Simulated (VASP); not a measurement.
# SnSe in VASP: notebook

Runs on SnSe. Level: PBE. Tasks: single point.

All numbers are computed with VASP 6.6.1; they aren't measurements. Logs are shortened: lines on timing, memory, paths and dates and some standing lists are left out, and cuts for length are marked.

## Step 1: Starting point

The cell holds a slab with vacuum, 4 atoms: a = 4.285 Å, b = 4.285 Å, c = 8.809 Å, α = 90.00°, β = 90.00°, γ = 90.00°.

## Step 2: Single point, PBE

The input, INCAR:

```
SYSTEM = SnSe
ALGO     = Normal         ! electronic algorithm
DIPOL    = 0.5 0.5 0.500
EDIFF    = 1E-7           ! SCF threshold, eV
ENCUT    = 400            ! plane-wave cutoff, eV
GGA      = PE             ! functional
IDIPOL   = 3            
ISIF     = 2              ! what is computed and relaxed
ISMEAR   = 0              ! smearing method
LASPH    = .TRUE.         ! aspherical terms in the spheres
LCHARG   = .FALSE.        ! write CHGCAR
LDIPOL   = .TRUE.       
LREAL    = .FALSE.        ! projectors in reciprocal space
LVACPOTAV= .TRUE.       
LVHAR    = .TRUE.       
LWAVE    = .FALSE.        ! write WAVECAR
NBANDS   = 32             ! bands
NELM     = 120            ! most SCF steps
PREC     = Accurate       ! precision mode
SIGMA    = 0.05           ! smearing width, eV
```

The input, KPOINTS:

```
k-points
0
G
  7 7 1
  0 0 0
```

The input, POSCAR:

```
SnSe
1.0
    4.2853274200      0.0000000000      0.0000000000
    0.0000000000      4.2853274200      0.0000000000
    0.0000000000      0.0000000000      8.8085810303
Sn Se
2 2
Direct
    0.5000000000      0.0000000000      0.3405769885
    0.0000000000      0.5000000000      0.6594230115
    0.0000000000      0.5000000000      0.3552145567
    0.5000000000      0.0000000000      0.6447854433
```

Potentials or basis: VASP PAW PBE potentials, release 64 (Sn_d, Se).

Run with:

```console
cat potpaw_PBE.64/Sn_d/POTCAR potpaw_PBE.64/Se/POTCAR > POTCAR
mpirun -np 1 vasp_std > vasp.out
```

OUTCAR:

```text
SYSTEM = SnSe
   EDIFF = 1E-7
   ENCUT = 400
   GGA = PE
   ISIF = 2
   ISMEAR = 0
   LASPH = .TRUE.
   LREAL = .FALSE.
   NELM = 120
   PREC = Accurate

 Found     10 irreducible k-points:

 Following reciprocal coordinates:
            Coordinates               Weight
  0.000000  0.000000  0.000000      1.000000
  0.142857  0.000000  0.000000      4.000000
  0.285714  0.000000  0.000000      4.000000
  0.428571  0.000000  0.000000      4.000000
  0.142857  0.142857  0.000000      4.000000
  0.285714  0.142857  0.000000      8.000000
   k-points           NKPTS =     10   k-points in BZ     NKDIM =     10   number of bands    NBANDS=     32
   number of dos      NEDOS =    301   number of ions     NIONS =      4
   total plane-waves  NPLWV =  47040
   dimension x,y,z NGX =    28 NGY =   28 NGZ =   60
   dimension x,y,z NGXF=    56 NGYF=   56 NGZF=  120
   ions per type =               2   2
   NGX,Y,Z   is equivalent  to a cutoff of  10.86, 10.86, 11.32 a.u.
   NGXF,Y,Z  is equivalent  to a cutoff of  21.72, 21.72, 22.65 a.u.
 SYSTEM =  SnSe
   PREC   = accura    normal or accurate (medium, high low for compatibility)
   ISTART =      0    job   : 0-new  1-cont  2-samecut
   ICHARG =      2    charge: 1-file 2-atom 10-const
   ISPIN  =      1    spin polarized calculation?
   LNONCOLLINEAR =      F non collinear calculations
   LSORBIT =      F    spin-orbit coupling
   LASPH  =      T    aspherical Exc in radial PAW
   ENCUT  =  400.0 eV  29.40 Ry    5.42 a.u.   6.99  6.99 14.36*2*pi/ulx,y,z
   NELM   =    120;   NELMIN=  2; NELMDL= -5     # of ELM steps
   EDIFF  = 0.1E-06   stopping-criterion for ELM
   LREAL  =      F    real-space projection
   EDIFFG = 0.1E-05   stopping-criterion for IOM
   NSW    =      0    number of steps for IOM
   IBRION =     -1    ionic relax: 0-MD 1-quasi-New 2-CG
   NFREE  =      0    steps in history (QN), initial steepest desc. (CG)
   ISIF   =      2    stress and relaxation
   ISYM   =      2    0-nonsym 1-usesym 2-fastsym
   POTIM  = 0.5000    time-step for ionic-motion
   TEBEG  =    0.0;   TEEND  =   0.0 temperature during run
   PSTRESS=    0.0 pullay stress
   NELECT =      40.0000    total number of electrons
   NUPDOWN=      -1.0000    fix difference up-down
   EMIN   =  10.00;   EMAX   =-10.00  energy-range for DOS
   EFERMI =   0.00;   METHOD = LEGACY
   ISMEAR =     0;   SIGMA  =   0.05  broadening in eV -4-tet -1-fermi 0-gaus
   EFERMI_NEDOS =   21; number of points for ismear=-14 and -15
   IALGO  =     38    algorithm
   IMIX   =      4    mixing-type and parameters
     AMIX     =   0.40;   BMIX     =  1.00
     AMIX_MAG =   1.60;   BMIX_MAG =  1.00
  volume/ion in A,a.u.               =      40.44       272.90
  Fermi-wavevector in a.u.,A,eV,Ry     =   1.027551  1.941790 14.365870  1.055862
  Thomas-Fermi vector in A             =   2.161502
   LORBIT       =      0    0 simple, 1 ext, 2 COOP (PROOUT), +10 PAW based schemes
   GGA     = PE    functional components
   LHFCALC =     F    Hartree Fock is set to
   AEXX    =    0.0000 exact exchange contribution
   IVDW    =     0    specifies the selected vdW correction
   LEPSILON=     F    determine dielectric tensor
   LRPA    =     F    only Hartree local field effects (RPA)
 non-spin polarized calculation
 Gauss-broadening in eV      SIGMA  =   0.05
  energy-cutoff  :      400.00
  volume of cell :      161.76
 maximum number of plane-waves:      2966
 NGX is ok and might be reduce to    28
   NGX = 13   NGY = 13   NGZ = 29

 dipolmoment           0.000000      0.000000     -0.000000 electrons x Angstroem

 number of electron      40.0000029 magnetization

 dipolmoment           0.000000      0.000000      0.000000 electrons x Angstroem

 Free energy of the ion-electron system (eV)
  ---------------------------------------------------
  ext. energy  EPLUGINS =         0.00000000
  ---------------------------------------------------
  free energy    TOTEN  =       -16.34294617 eV

  energy without entropy =      -16.34294617  energy(sigma->0) =      -16.34294617

 E-fermi :   2.2837     XC(G=0):  -7.2694

 val. band max:        2.0421187316   @ k =   0.4286   0.0000   0.0000
 cond. band min:       3.0428605312   @ k =   0.4286   0.0000   0.0000
 fundamental gap:      1.0007417995
 Fermi energy:         2.2836664532

 k-point     1 :       0.0000    0.0000    0.0000
  band No.  band energies     occupation
      1     -19.2357      2.00000
      2     -19.2303      2.00000
      3     -19.2266      2.00000
      4     -19.2197      2.00000
      5     -19.2134      2.00000
      6     -19.1856      2.00000
[... 24 lines left out ...]
     31       9.4077      0.00000
     32      10.5774      0.00000

 k-point     2 :       0.1429    0.0000    0.0000
  band No.  band energies     occupation
      1     -19.2338      2.00000
      2     -19.2289      2.00000
      3     -19.2277      2.00000
      4     -19.2216      2.00000
      5     -19.2108      2.00000
      6     -19.1858      2.00000
[... 24 lines left out ...]
     31       9.5547      0.00000
     32      11.5783      0.00000

 k-point     3 :       0.2857    0.0000    0.0000
  band No.  band energies     occupation
      1     -19.2300      2.00000
      2     -19.2296      2.00000
      3     -19.2261      2.00000
      4     -19.2260      2.00000
      5     -19.2041      2.00000
      6     -19.1871      2.00000
[... 24 lines left out ...]
     31       9.9989      0.00000
     32      10.7856      0.00000

 k-point     4 :       0.4286    0.0000    0.0000
  band No.  band energies     occupation
      1     -19.2313      2.00000
      2     -19.2299      2.00000
      3     -19.2260      2.00000
      4     -19.2246      2.00000
      5     -19.1963      2.00000
      6     -19.1904      2.00000
[... 24 lines left out ...]
     31      10.7120      0.00000
     32      10.7390      0.00000

 k-point     5 :       0.1429    0.1429    0.0000
  band No.  band energies     occupation
      1     -19.2318      2.00000
      2     -19.2291      2.00000
      3     -19.2274      2.00000
      4     -19.2243      2.00000
      5     -19.2077      2.00000
      6     -19.1860      2.00000
[... 24 lines left out ...]
     31      10.0800      0.00000
     32      11.1386      0.00000

 k-point     6 :       0.2857    0.1429    0.0000
  band No.  band energies     occupation
      1     -19.2322      2.00000
      2     -19.2295      2.00000
      3     -19.2273      2.00000
      4     -19.2243      2.00000
      5     -19.2012      2.00000
      6     -19.1870      2.00000
[... 24 lines left out ...]
     31      10.1868      0.00000
     32      10.7728      0.00000

 [... further k-points ...]
[... 5 lines left out ...]
  --------------------------------------------------------------------------------------
  -------------------------------------------------------------------------------------
  Total        0.7666325      0.7666325      0.1155189      0.0000000      0.0000000      0.0000000
  in kB        7.5931823      7.5931823      1.1441678      0.0000000      0.0000000      0.0000000
  external PRESSURE =       5.4435108 kB  Pullay stress =       0.0000000 kB

 VOLUME and BASIS-vectors are now :
 -----------------------------------------------------------------------------
  energy-cutoff  :      400.00
  volume of cell :      161.76
      direct lattice vectors                 reciprocal lattice vectors
     4.285327420  0.000000000  0.000000000     0.233354398  0.000000000  0.000000000
     0.000000000  4.285327420  0.000000000     0.000000000  0.233354398  0.000000000
     0.000000000  0.000000000  8.808581030     0.000000000  0.000000000  0.113525663

 POSITION                                       TOTAL-FORCE (eV/Angst)
 -----------------------------------------------------------------------------------
      2.14266      0.00000      3.00000        -0.000000      0.000000     -0.217537
      0.00000      2.14266      5.80858         0.000000      0.000000      0.217537
      0.00000      2.14266      3.12894         0.000000      0.000000     -0.287246
      2.14266      0.00000      5.67964        -0.000000     -0.000000      0.287246
 -----------------------------------------------------------------------------------
    total drift:                                0.000000      0.000000      0.000000

  FREE ENERGIE OF THE ION-ELECTRON SYSTEM (eV)
  ---------------------------------------------------
  free  energy   TOTEN  =       -16.3429461681 eV

  energy  without entropy=      -16.3429461681  energy(sigma->0) =      -16.34294617
```

OSZICAR:

```text
N       E                     dE             d eps       ncg     rms          rms(c)
DAV:   1     0.331145270797E+03    0.33115E+03   -0.16163E+04   672   0.116E+03
DAV:   2     0.293270790843E+02   -0.30182E+03   -0.29057E+03   664   0.360E+02
DAV:   3    -0.149079516865E+02   -0.44235E+02   -0.43608E+02   800   0.129E+02
DAV:   4    -0.167840741874E+02   -0.18761E+01   -0.18735E+01   744   0.302E+01
DAV:   5    -0.168326434127E+02   -0.48569E-01   -0.48568E-01   856   0.491E+00    0.452E+00
DAV:   6    -0.163613122682E+02    0.47133E+00   -0.97074E-01   856   0.450E+00    0.277E+00
DAV:   7    -0.163455704031E+02    0.15742E-01   -0.28098E-01   792   0.190E+00    0.125E+00
DAV:   8    -0.163427631725E+02    0.28072E-02   -0.28176E-02   760   0.101E+00    0.227E-01
DAV:   9    -0.163420695544E+02    0.69362E-03   -0.51212E-03   776   0.416E-01    0.110E-01
DAV:  10    -0.163426827858E+02   -0.61323E-03   -0.14012E-03   680   0.155E-01    0.292E-02
DAV:  11    -0.163428781017E+02   -0.19532E-03   -0.33477E-04   744   0.813E-02    0.270E-02
DAV:  12    -0.163429324102E+02   -0.54308E-04   -0.65618E-05   720   0.353E-02    0.832E-03
DAV:  13    -0.163429442033E+02   -0.11793E-04   -0.10820E-05   728   0.153E-02    0.361E-03
DAV:  14    -0.163429461526E+02   -0.19493E-05   -0.18087E-06   648   0.877E-03    0.137E-03
DAV:  15    -0.163429461681E+02   -0.15522E-07   -0.22942E-07   656   0.255E-03
   1 F= -.16342946E+02 E0= -.16342946E+02  d E =-.168516E-12
```

Wall time 39 s (1 thread of Intel Xeon Platinum 8259CL at 2.50GHz (Skylake/Cascade Lake), shared host); peak memory 0.21 GiB.

The run converged, but some of its settings lie outside the range that counts as converged, so its numbers aren't taken as properties of the slab.

Results:

| Item | Value |
| --- | --- |
| Free energy | -16.3429 eV |
| Largest force | 0.287 eV/Å |
| Band gap on the k mesh | 1.00 eV, direct |

Caveat: spin-orbit coupling is left out, which moves the levels of the heavy elements.

## Step 3: Single point, PBE

This run uses another cell than the first one, of 67.99 Å³/atom, 1.681 times its volume.

Changes to INCAR since step 2:

```diff
@@ -19,2 +19,2 @@
 PREC     = Accurate       ! precision mode
-SIGMA    = 0.05           ! smearing width, eV
+SIGMA    = 0.2            ! smearing width, eV
```

The input, KPOINTS:

```
k-points
0
G
  5 5 1
  0 0 0
```

The input, POSCAR:

```
SnSe
1.0
    4.2853274200      0.0000000000      0.0000000000
    0.0000000000      4.2853274200      0.0000000000
    0.0000000000      0.0000000000     14.8085810303
Sn Se
2 2
Direct
    0.5000000000      0.0000000000      0.4051704878
    0.0000000000      0.5000000000      0.5948295122
    0.0000000000      0.5000000000      0.4138773454
    0.5000000000      0.0000000000      0.5861226546
```

Potentials or basis: VASP PAW PBE potentials, release 64 (Sn_d, Se).

Run with:

```console
cat potpaw_PBE.64/Sn_d/POTCAR potpaw_PBE.64/Se/POTCAR > POTCAR
mpirun -np 1 vasp_std > vasp.out
```

OUTCAR:

```text
SYSTEM = SnSe
   EDIFF = 1E-7
   ENCUT = 400
   GGA = PE
   ISIF = 2
   ISMEAR = 0
   LASPH = .TRUE.
   LREAL = .FALSE.
   NELM = 120
   PREC = Accurate

 Found      6 irreducible k-points:

 Following reciprocal coordinates:
            Coordinates               Weight
  0.000000  0.000000  0.000000      1.000000
  0.200000  0.000000  0.000000      4.000000
  0.400000  0.000000  0.000000      4.000000
  0.200000  0.200000  0.000000      4.000000
  0.400000  0.200000  0.000000      8.000000
  0.400000  0.400000  0.000000      4.000000
   k-points           NKPTS =      6   k-points in BZ     NKDIM =      6   number of bands    NBANDS=     32
   number of dos      NEDOS =    301   number of ions     NIONS =      4
   total plane-waves  NPLWV =  76832
   dimension x,y,z NGX =    28 NGY =   28 NGZ =   98
   dimension x,y,z NGXF=    56 NGYF=   56 NGZF=  196
   ions per type =               2   2
   NGX,Y,Z   is equivalent  to a cutoff of  10.86, 10.86, 11.00 a.u.
   NGXF,Y,Z  is equivalent  to a cutoff of  21.72, 21.72, 22.00 a.u.
 SYSTEM =  SnSe
   PREC   = accura    normal or accurate (medium, high low for compatibility)
   ISTART =      0    job   : 0-new  1-cont  2-samecut
   ICHARG =      2    charge: 1-file 2-atom 10-const
   ISPIN  =      1    spin polarized calculation?
[... 63 lines left out ...]
 fundamental gap:      0.9126313759
 Fermi energy:        -0.0046889712

 k-point     1 :       0.0000    0.0000    0.0000
  band No.  band energies     occupation
      1     -21.7874      2.00000
      2     -21.7820      2.00000
      3     -21.7782      2.00000
      4     -21.7714      2.00000
      5     -21.7631      2.00000
      6     -21.7353      2.00000
[... 199 lines left out ...]
     31       7.0420      0.00000
     32       7.2888      0.00000

------------------------ aborting loop because EDIFF is reached ----------------------------------------

  FORCE on cell =-STRESS in cart. coord.  units (eV):
  Direction    XX          YY          ZZ          XY          YZ          ZX
  --------------------------------------------------------------------------------------
  -------------------------------------------------------------------------------------
  Total        0.7425171      0.7425171      1.0558004      0.0000000      0.0000000      0.0000000
  in kB        4.3745722      4.3745722      6.2202941      0.0000000      0.0000000      0.0000000
  external PRESSURE =       4.9898128 kB  Pullay stress =       0.0000000 kB

 VOLUME and BASIS-vectors are now :
 -----------------------------------------------------------------------------
  energy-cutoff  :      400.00
  volume of cell :      271.95
      direct lattice vectors                 reciprocal lattice vectors
     4.285327420  0.000000000  0.000000000     0.233354398  0.000000000  0.000000000
     0.000000000  4.285327420  0.000000000     0.000000000  0.233354398  0.000000000
     0.000000000  0.000000000 14.808581030     0.000000000  0.000000000  0.067528415

 POSITION                                       TOTAL-FORCE (eV/Angst)
 -----------------------------------------------------------------------------------
      2.14266      0.00000      6.00000         0.000000      0.000000     -0.169614
      0.00000      2.14266      8.80858        -0.000000      0.000000      0.169614
      0.00000      2.14266      6.12894        -0.000000      0.000000     -0.245473
      2.14266      0.00000      8.67964        -0.000000      0.000000      0.245473
 -----------------------------------------------------------------------------------
    total drift:                                0.000000      0.000000      0.000000

  FREE ENERGIE OF THE ION-ELECTRON SYSTEM (eV)
  ---------------------------------------------------
  free  energy   TOTEN  =       -16.2282291565 eV

  energy  without entropy=      -16.2280310760  energy(sigma->0) =      -16.22813012

 vacuum level on the upper side and lower side of the slab         3.819         3.819
```

OSZICAR:

```text
N       E                     dE             d eps       ncg     rms          rms(c)
DAV:   1     0.295945426769E+03    0.29595E+03   -0.16056E+04   424   0.976E+02
DAV:   2     0.222042584191E+02   -0.27374E+03   -0.26521E+03   400   0.263E+02
DAV:   3    -0.151395438080E+02   -0.37344E+02   -0.36802E+02   496   0.114E+02
[... 13 lines left out ...]
DAV:  17    -0.162282242533E+02   -0.38928E-05   -0.20841E-07   400   0.195E-03    0.197E-03
DAV:  18    -0.162282280138E+02   -0.37605E-05   -0.21686E-07   352   0.188E-03    0.233E-04
DAV:  19    -0.162282290422E+02   -0.10285E-05   -0.63619E-08   360   0.696E-04    0.336E-04
DAV:  20    -0.162282291511E+02   -0.10885E-06   -0.55487E-09   336   0.292E-04    0.639E-05
DAV:  21    -0.162282291565E+02   -0.53797E-08   -0.11362E-09   304   0.146E-04
   1 F= -.16228229E+02 E0= -.16228130E+02  d E =-.198080E-03
```

stdout:

```text
POSCAR found type information on POSCAR SnSe
 POSCAR found :  2 types and       4 ions
 scaLAPACK will be used
 LDA part: xc-table for (Slater+PW92), standard interpolation
 POSCAR, INCAR and KPOINTS ok, starting setup
 FFT: planning ... GRIDC
 FFT: planning ... GRID_SOFT
 FFT: planning ... GRID
 WAVECAR not read
 entering main loop
 -----------------------------------------------------------------------------
|                                                                             |
|           W    W    AA    RRRRR   N    N  II  N    N   GGGG   !!!           |
|           W    W   A  A   R    R  NN   N  II  NN   N  G    G  !!!           |
|           W    W  A    A  R    R  N N  N  II  N N  N  G       !!!           |
|           W WW W  AAAAAA  RRRRR   N  N N  II  N  N N  G  GGG   !            |
|           WW  WW  A    A  R   R   N   NN  II  N   NN  G    G                |
|           W    W  A    A  R    R  N    N  II  N    N   GGGG   !!!           |
|                                                                             |
|     Did not find any points to average over, which means that no vacuum     |
|     field-free region was found. Please increase the size of  your cell     |
|     in the dimension of the dipole correction to obtain accurate            |
|     workfunction values.                                                    |
|                                                                             |
 -----------------------------------------------------------------------------
```

It took 56 s on 1 thread of Intel Xeon Platinum 8259CL at 2.50GHz (Skylake/Cascade Lake), shared host; peak memory 0.26 GiB.

The run converged, but some of its settings lie outside the range that counts as converged, so its numbers aren't taken as properties of the slab.

What came out:

```
Free energy                            : -16.2282 eV
Largest force                          : 0.245 eV/Å
Band gap on the k mesh                 : 0.91 eV, direct
Ionisation potential of the upper face : 4.28 eV
```

Caveat: spin-orbit coupling is left out, which moves the levels of the heavy elements.
